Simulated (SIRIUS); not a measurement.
Nb:

```
CELL_PARAMETERS angstrom
-1.66395 1.66395 1.66395
1.66395 -1.66395 1.66395
1.66395 1.66395 -1.66395
ATOMIC_POSITIONS crystal
Nb 0.00000 0.00000 0.00000
```

| Quantity | Value |
| --- | --- |
| Program | SIRIUS 7.10.0 |
| Task | single point |
| Functional | PBEsol |
| Potentials or basis | PseudoDojo 0.4.1 PBEsol standard (scalar relativistic) |
| Cutoff | 1127 eV |
| Density cutoff | 4507 eV |
| k mesh | 11 × 11 × 11 |
| Occupations | fermi-dirac, width 0.05 eV |
| Spin | no spin polarisation |

On this cell: pressure -7.7 GPa; band gap on the k mesh none (metal or under the smearing width).

The same run follows on a disturbed copy (cell strained at random at fixed volume):

```
CELL_PARAMETERS angstrom
-1.65481 1.66189 1.66310
1.61189 -1.66978 1.62806
1.70285 1.71781 -1.67098
ATOMIC_POSITIONS crystal
Nb 0.99711 0.99235 0.00528
```

Task: What does the disturbed cell give?

Result: The energy (extrapolated to zero smearing) moves by +3.3 meV/atom; pressure -7.8 GPa; band gap on the k mesh none (metal or under the smearing width).

Stress tensor (GPa, compression positive):
```
-7.38 -0.64  0.38
-0.64 -9.23  0.20
 0.38  0.20 -6.73
```
